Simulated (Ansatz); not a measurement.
# SnO2 (Pnnm) in Ansatz: reference runs

How does SnO2 come out in PBE? The cell is run as given and disturbed.

Everything below comes from runs of Ansatz 0.2.0. Logs are shortened: lines on timing, memory, paths and dates and some standing lists are left out, and cuts for length are marked.

## 1. Starting point

The structure is orthorhombic, space group Pnnm (No. 58). Conventional cell: a = 4.788 Å, b = 4.867 Å, c = 3.241 Å, α = 90.00°, β = 90.00°, γ = 90.00°. Around Sn (site symmetry 2/m) lie 6 O at 2.09 to 2.10 Å. O (site symmetry m) has 3 Sn at 2.09 to 2.10 Å as nearest neighbours.

The cell is a database's computed one.

## 2. Single point, PBE

Contents of input.yaml:

```yaml
crystal:
  lattice:
    - [4.788004, 0.0, 0.0]
    - [0.0, 4.866582, 0.0]
    - [0.0, 0.0, 3.240898]
  atoms:
    - { symbol: Sn, position: [0.0, 0.0, 0.0] }
    - { symbol: Sn, position: [0.5, 0.5, 0.5] }
    - { symbol: O, position: [0.708145, 0.678958, 0.0] }
    - { symbol: O, position: [0.208145, 0.821042, 0.5] }
    - { symbol: O, position: [0.791855, 0.178958, 0.5] }
    - { symbol: O, position: [0.291855, 0.321042, 0.0] }
hamiltonian:
  xc: pbe
  pseudopotentials: { kind: paw }
kpoints:
  mp_grid: { grid: [6, 6, 8] }
scf:
  occupations: { method: fermi_dirac, width: 0.05 }
output:
  forces: true
  stress: true
  eigenvalues: true
```

Potentials or basis: Ansatz PAW.

Launch:

```
ansatz run input.yaml --threads 2 --pin off --max-ram 5120MiB --backend cpu --events-out ev --progress --plain --runs-dir out
```

Output:

```text
Warning: RAYON_NUM_THREADS=2 ignored (pool sized by the plan → 2); use --threads N
Engine: ansatz 0.2.0, aarch64-unknown-linux-gnu
Pseudopotentials: kind: paw
Pseudopotential: Sn, paw, valence charge 14, recommended cutoff 420 eV (normal), Sn.paw.azcp
Pseudopotential: O, paw, valence charge 6, recommended cutoff 420 eV (normal), O.paw.azcp
Functional definition: PBE
  parameter kappa = 0.804
  parameter beta = 0.06672455060314922
  exchange = pbe_x(kappa = kappa, mu = beta*pi^2/3)
  correlation = pbe_c(beta = beta)
Crystal: 6 atoms, lattice volume = 75.517 Å³
Basis set: ecut = 420 eV, 1479 PW (Γ), exchange–correlation on 72×72×48 points (8 copies of the dense FFT grid, shifted against one another)
Bands: 32, of which v1, the nominal top of the filled ones, is band 26 counted from 1 (25 counted from 0)
Symmetry: 8 space group operations
Space group: Pnnm (ITA 58), of the structure as read, at distance tolerance 4.2e-5 Å
k-points: 80 of 288
Non-local potential: Sn, projectors of the file, l = 0: 2, l = 1: 2, l = 2: 2, l = 3: 2
Non-local potential: O, projectors of the file, l = 0: 2, l = 1: 2, l = 2: 1
PAW form: soft (Blöchl's): semilocal exchange-correlation on the pseudo side does not see the compensation charge
PAW one-centre angular grid: Sn, 590 points (default); XC on 64 Gauss nodes
PAW one-centre angular grid: O, 110 points (default); XC on 64 Gauss nodes
Initial density: superposition of atomic densities (neutral atoms: chi_scale 0, normalization atom), corrected by the library's trained network
Initial wavefunctions: pseudopotential atomic-orbital guess
Functional: x = pbe(κ = 0.804, μ = 0.2195149727645171), c = pbe(β = 0.06672455060314922)
SCF iter   1: F=—  HF=-14317.953604 eV  |F-HF|=—  |Δ(HF+E_count)|=         —  Δρ=1.35e-3  dr2=6.29e-4  ethr=1.77e-3  ⟨swp⟩=6.0  Hψ=11264  notcnv=0  defer=10
preconditioner: auto → Resta (q_TF=auto, 2.564 Å⁻¹)  ε∞=3.6  [insulator: Δε(μ)=0.810 eV  Ē_g=19.221 eV  σ=0.050 eV  W_gap=1.00  n_scr=18 (ndim 8)  ℏωp=30.8 eV  f_vac=0.031  D(μ)=0.00/eV (n_scr^D=0)  ε∞_Penn≈3.6]
SCF iter   2: F=—  HF=-14317.955484 eV  |F-HF|=—  |Δ(HF+E_count)|=   1.88e-3  Δρ=6.42e-4  dr2=1.23e-4  ethr=1.21e-6  ⟨swp⟩=2.2  Hψ=5325  notcnv=0  defer=17
SCF iter   3: F=—  HF=-14317.955744 eV  |F-HF|=—  |Δ(HF+E_count)|=   2.60e-4  Δρ=2.67e-4  dr2=3.38e-5  ethr=2.37e-7  ⟨swp⟩=3.0  Hψ=4700  notcnv=0
automatic band count: iteration 3 solves 31 bands in place of 32: the levels show a gap, and the empty bands left out lie too high to hold charge; the band table lists the bands solved (type scf.n_extra_bands for more)
SCF iter   4: F=—  HF=-14317.955799 eV  |F-HF|=—  |Δ(HF+E_count)|=   5.54e-5  Δρ=4.43e-5  dr2=1.32e-6  ethr=6.50e-8  ⟨swp⟩=2.0  Hψ=3442  notcnv=0
iter 5 did not close the SCF: its close was put off for the readings that it lacked (scf_convergence_deferred on its scf_iter line)
SCF iter   5: F=-14317.955801 eV  HF=-14317.955801 eV  |F-HF|=1.03e-7  |Δ(HF+E_count)|=   1.82e-6  Δρ=1.36e-5  dr2=8.88e-8  ethr=2.54e-9  ⟨swp⟩=2.1  Hψ=3837  notcnv=0
SCF iter   6: F=-14317.955801 eV  HF=-14317.955801 eV  |F-HF|=5.47e-9  |Δ(HF+E_count)|=   1.25e-7  Δρ=4.08e-6  dr2=8.03e-9  ethr=1.71e-10  ⟨swp⟩=5.5  Hψ=9829  notcnv=0
SCF 1 converged in 6 iterations: F = -14317.955801 eV  dr2 = 8.03e-9
SCF converged after 6 iterations
Free energy (F): -14317.955801 eV
Harris-Foulkes:  -14317.955801 eV  (|F-HF|=5.47e-9)
Internal energy: -14317.955797 eV  (E = F + TS)
E sigma→0 (E₀):  -14317.955799 eV
Entropy (-TS):   -0.000004 eV (-0.001 meV/atom)
Fermi energy:    9.070109 eV
--- Per-component energies (eV) ---
  E_band       = -154.921879
  E_kinetic    = 1077.547081
  E_local      = -2955.257520  (includes V_loc(G=0)·N_el)
  E_nonlocal   = 133.751496
  E_hartree    = 1519.776144
  E_xc         = -1053.178044
  E_vxc        = -561.558820  (∫ρ·V_xc dr)
  E_paw        = -8928.141779  (= ΣΔE_a)
  E_vpaw       = -888.966401  (= ΣTr[D̂ρ^β])
  E_aug_tail   = 0.009899  (compensation charges beyond the density's cutoff)
  E_ewald      = -4112.463075
  E_smearing   = -0.000004  (= −TS)
  E_closure    = -0.000000  (closes the sum)
  Σ components = -14317.955801   (vs F -14317.955801, Δ=0.00e0)
--- Forces (eV/Å), atoms counted from 1 ---
  atom   1  Sn     0.00000000    -0.00000000     0.00000000
  atom   2  Sn     0.00000000     0.00000000     0.00000000
  atom   3  O     -0.06022427     0.03873917     0.00000000
  atom   4  O     -0.06022427    -0.03873917     0.00000000
  atom   5  O      0.06022427     0.03873917     0.00000000
  atom   6  O      0.06022427    -0.03873917     0.00000000
  max |Σ_I F_I| component: 2.78e-17 eV/Å
--- Stress (GPa, compression-positive) ---
       -0.341114       0.000000       0.000000
        0.000000      -0.534778       0.000000
        0.000000       0.000000      -0.766069
  P = ⅓ Tr σ = -0.5473 GPa (-5.473 kbar)
--- Band table (eV; the first three rows and the last of 80) ---
  k-point 0: bands = ["-12.2972", "-11.6466", "-11.4527", "-11.4274", "-11.4241", "-11.3542", "-11.3298", "-11.2609", "-11.2310", "-11.2276", "-9.8997", "-8.2073", "-8.1709", "-6.6991", "0.8017", "4.6456", "4.9806", "5.0678", "5.8367", "6.7454", "6.7759", "7.4726", "7.5086", "8.0185", "8.0250", "8.6333", "9.4400", "14.3870", "14.7330", "14.8896", "18.8565"]
  k-point 1: bands = ["-12.2327", "-11.5795", "-11.5441", "-11.5419", "-11.4292", "-11.3634", "-11.3248", "-11.2613", "-11.2475", "-11.2439", "-9.8145", "-8.0038", "-7.9713", "-6.8004", "0.8030", "4.7910", "4.8393", "5.1839", "5.7525", "5.9378", "6.6081", "6.9372", "6.9894", "8.0312", "8.0558", "8.5690", "10.4097", "14.6642", "15.3536", "15.5054", "17.9239"]
  k-point 2: bands = ["-12.0643", "-11.7921", "-11.7918", "-11.4712", "-11.3664", "-11.3583", "-11.3118", "-11.2794", "-11.2766", "-11.2633", "-9.5331", "-7.5439", "-7.5202", "-7.1182", "0.8541", "4.1799", "4.6383", "5.1749", "5.3914", "5.9377", "6.1220", "6.1798", "6.2253", "7.9135", "7.9852", "8.2537", "11.9766", "15.0504", "16.7383", "16.8515", "17.2836"]
  k-point 79: bands = ["-12.0940", "-12.0940", "-11.6752", "-11.6752", "-11.3219", "-11.3219", "-11.2755", "-11.2755", "-11.2320", "-11.2320", "-8.1895", "-8.1895", "-6.9995", "-6.9995", "1.0259", "1.0259", "3.9749", "3.9749", "6.2400", "6.2400", "6.3098", "6.3098", "7.8079", "7.8079", "7.9776", "7.9776", "13.0738", "13.0738", "17.3416", "17.3416", "19.2986"]
```

Run time: 6 s. Hardware: 2 threads of Arm Neoverse V1, shared host; peak memory 0.42 GiB.

Results:

| Property | Result |
| --- | --- |
| Free energy | -14317.9558 eV |
| Pressure | -0.5 GPa |
| Largest force | 0.072 eV/Å |
| Band gap on the k mesh | 0.81 eV, direct |

Forces in eV/Å, atoms in the order of the input:
```
Sn   0.000  0.000  0.000
Sn   0.000  0.000  0.000
O   -0.060  0.039  0.000
O   -0.060 -0.039  0.000
O    0.060  0.039  0.000
O    0.060 -0.039  0.000
```

Caveat: the pressure holds a Pulay correction of +0.8 GPa for the finite cutoff; spin-orbit coupling is left out, which moves the levels of the heavy elements. As with any semilocal functional, this PBE gap is likely too small.

## 3. Single point, PBE (atoms moved at random, drawn with an rms of 0.05 Å)

Contents of input.yaml:

```yaml
crystal:
  lattice:
    - [4.788004, 0.0, 0.0]
    - [0.0, 4.866582, 0.0]
    - [0.0, 0.0, 3.240898]
  atoms:
    - { symbol: Sn, position: [-0.001578, -0.000353, -0.008958] }
    - { symbol: Sn, position: [0.50464, 0.507466, 0.495593] }
    - { symbol: O, position: [0.70051, 0.673855, -0.007549] }
    - { symbol: O, position: [0.203096, 0.818626, 0.491944] }
    - { symbol: O, position: [0.790131, 0.178109, 0.489411] }
    - { symbol: O, position: [0.290653, 0.319715, -0.007627] }
hamiltonian:
  xc: pbe
  pseudopotentials: { kind: paw }
kpoints:
  mp_grid: { grid: [6, 6, 8] }
scf:
  occupations: { method: fermi_dirac, width: 0.05 }
output:
  forces: true
  stress: true
  eigenvalues: true
```

Potentials or basis: Ansatz PAW.

Launch:

```
ansatz run input.yaml --threads 2 --pin off --max-ram 5120MiB --backend cpu --events-out ev --progress --plain --runs-dir out
```

Output:

```text
Warning: RAYON_NUM_THREADS=2 ignored (pool sized by the plan → 2); use --threads N
[... 9 set-up lines as earlier in the session ...]
Crystal: 6 atoms, lattice volume = 75.517 Å³
Basis set: ecut = 420 eV, 1479 PW (Γ), exchange–correlation on 72×72×48 points (8 copies of the dense FFT grid, shifted against one another)
Bands: 32, of which v1, the nominal top of the filled ones, is band 26 counted from 1 (25 counted from 0)
Symmetry: 1 space group operations
Space group: P1 (ITA 1), of the structure as read, at distance tolerance 4.2e-5 Å
k-points: 148 of 288 (time reversal used)
[... 8 set-up lines as earlier in the session ...]
SCF iter   1: F=—  HF=-14317.901932 eV  |F-HF|=—  |Δ(HF+E_count)|=         —  Δρ=1.33e-3  dr2=5.86e-4  ethr=1.77e-3  ⟨swp⟩=6.0  Hψ=20857  notcnv=0  defer=18
preconditioner: auto → Resta (q_TF=auto, 2.564 Å⁻¹)  ε∞=3.6  [insulator: Δε(μ)=0.779 eV  Ē_g=19.217 eV  σ=0.050 eV  W_gap=1.00  n_scr=18 (ndim 8)  ℏωp=30.8 eV  f_vac=0.032  D(μ)=0.00/eV (n_scr^D=0)  ε∞_Penn≈3.6]
SCF iter   2: F=—  HF=-14317.903907 eV  |F-HF|=—  |Δ(HF+E_count)|=   1.97e-3  Δρ=6.47e-4  dr2=1.25e-4  ethr=1.13e-6  ⟨swp⟩=2.3  Hψ=9780  notcnv=0  defer=24
SCF iter   3: F=—  HF=-14317.904176 eV  |F-HF|=—  |Δ(HF+E_count)|=   2.69e-4  Δρ=2.61e-4  dr2=3.50e-5  ethr=2.41e-7  ⟨swp⟩=2.7  Hψ=8537  notcnv=0
automatic band count: iteration 3 solves 31 bands in place of 32: the levels show a gap, and the empty bands left out lie too high to hold charge; the band table lists the bands solved (type scf.n_extra_bands for more)
SCF iter   4: F=—  HF=-14317.904227 eV  |F-HF|=—  |Δ(HF+E_count)|=   5.08e-5  Δρ=6.18e-5  dr2=2.57e-6  ethr=6.73e-8  ⟨swp⟩=2.0  Hψ=6271  notcnv=0
SCF iter   5: F=—  HF=-14317.904228 eV  |F-HF|=—  |Δ(HF+E_count)|=   1.34e-6  Δρ=4.16e-5  dr2=9.64e-7  ethr=4.94e-9  ⟨swp⟩=2.1  Hψ=6758  notcnv=0
SCF iter   6: F=-14317.904229 eV  HF=-14317.904228 eV  |F-HF|=1.03e-7  |Δ(HF+E_count)|=   1.84e-7  Δρ=1.15e-5  dr2=5.53e-8  ethr=1.92e-10  ⟨swp⟩=6.5  Hψ=20976  notcnv=0
SCF 1 converged in 6 iterations: F = -14317.904229 eV  dr2 = 5.53e-8
SCF converged after 6 iterations
Free energy (F): -14317.904229 eV
Harris-Foulkes:  -14317.904228 eV  (|F-HF|=1.03e-7)
Internal energy: -14317.904223 eV  (E = F + TS)
E sigma→0 (E₀):  -14317.904226 eV
Entropy (-TS):   -0.000005 eV (-0.001 meV/atom)
Fermi energy:    9.099770 eV
--- Per-component energies (eV) ---
  E_band       = -154.962823
  E_kinetic    = 1077.884102
  E_local      = -2962.746625  (includes V_loc(G=0)·N_el)
  E_nonlocal   = 133.807253
  E_hartree    = 1523.384929
  E_xc         = -1053.259143
  E_vxc        = -561.665498  (∫ρ·V_xc dr)
  E_paw        = -8928.198624  (= ΣΔE_a)
  E_vpaw       = -889.032687  (= ΣTr[D̂ρ^β])
  E_aug_tail   = 0.009888  (compensation charges beyond the density's cutoff)
  E_ewald      = -4108.786003
  E_smearing   = -0.000005  (= −TS)
  E_closure    = 0.000000  (closes the sum)
  Σ components = -14317.904229   (vs F -14317.904229, Δ=0.00e0)
--- Forces (eV/Å), atoms counted from 1 ---
  atom   1  Sn     0.11537503     0.24503493    -0.01324844
  atom   2  Sn    -0.93851895    -1.03427871    -0.20041886
  atom   3  O      0.70803801     0.79617908     0.10130910
  atom   4  O     -0.07992274    -0.07238043    -0.01097730
  atom   5  O      0.00512524    -0.02356540     0.08027635
  atom   6  O      0.18990029     0.08901041     0.04305852
  max |Σ_I F_I| component: 3.11e-6 eV/Å
--- Stress (GPa, compression-positive) ---
        0.233097       0.003445       0.033830
        0.003444      -0.422938       0.151786
        0.033830       0.151786       0.366042
  P = ⅓ Tr σ = 0.0587 GPa (0.587 kbar)
--- Band table (eV; the first three rows and the last of 148) ---
  k-point 0: bands = ["-12.3075", "-11.6753", "-11.4523", "-11.4393", "-11.4193", "-11.3434", "-11.3334", "-11.2567", "-11.2433", "-11.2031", "-9.9139", "-8.2021", "-8.1487", "-6.7121", "0.8635", "4.6663", "4.9248", "5.0805", "5.8626", "6.6439", "6.7071", "7.4812", "7.6001", "7.9756", "8.0335", "8.6828", "9.4565", "14.2824", "14.7760", "14.9224", "18.9514"]
  k-point 1: bands = ["-12.2422", "-11.6211", "-11.5583", "-11.5245", "-11.4269", "-11.3513", "-11.3288", "-11.2604", "-11.2564", "-11.2190", "-9.8292", "-7.9982", "-7.9481", "-6.8101", "0.8544", "4.7753", "4.8165", "5.1990", "5.6602", "5.9600", "6.5715", "6.9450", "7.0443", "7.9972", "8.0563", "8.6177", "10.4333", "14.5997", "15.3743", "15.5218", "17.9686"]
  k-point 2: bands = ["-12.0795", "-11.8098", "-11.7996", "-11.4626", "-11.3740", "-11.3425", "-11.3169", "-11.2927", "-11.2570", "-11.2517", "-9.5545", "-7.5432", "-7.5100", "-7.0969", "0.8756", "4.0834", "4.5827", "5.1957", "5.4235", "5.9324", "6.1280", "6.1782", "6.2706", "7.8712", "7.9629", "8.3304", "12.0139", "15.0303", "16.7067", "16.8390", "17.3536"]
  k-point 147: bands = ["-12.1375", "-12.1126", "-11.6596", "-11.6496", "-11.3367", "-11.2970", "-11.2922", "-11.2569", "-11.2435", "-11.2060", "-8.2574", "-8.2069", "-6.9938", "-6.9026", "0.9507", "1.0370", "3.9667", "3.9700", "6.1017", "6.2356", "6.2979", "6.4688", "7.6466", "7.7919", "7.9661", "8.1268", "13.0891", "13.2211", "17.2460", "17.3117", "19.1141"]
```

Run time: 18 s. Hardware: 2 threads of Arm Neoverse V1, shared host; peak memory 0.5 GiB.

What came out:

- Free energy: -14317.9042 eV
- Pressure: 0.1 GPa
- Largest force: 1.411 eV/Å
- Band gap on the k mesh: 0.77 eV, direct

Forces on the atoms (eV/Å):
```
Sn   0.115  0.245 -0.013
Sn  -0.939 -1.034 -0.200
O    0.708  0.796  0.101
O   -0.080 -0.072 -0.011
O    0.005 -0.024  0.080
O    0.190  0.089  0.043
```

Caveat: the pressure holds a Pulay correction of +0.8 GPa for the finite cutoff; spin-orbit coupling is left out, which moves the levels of the heavy elements.
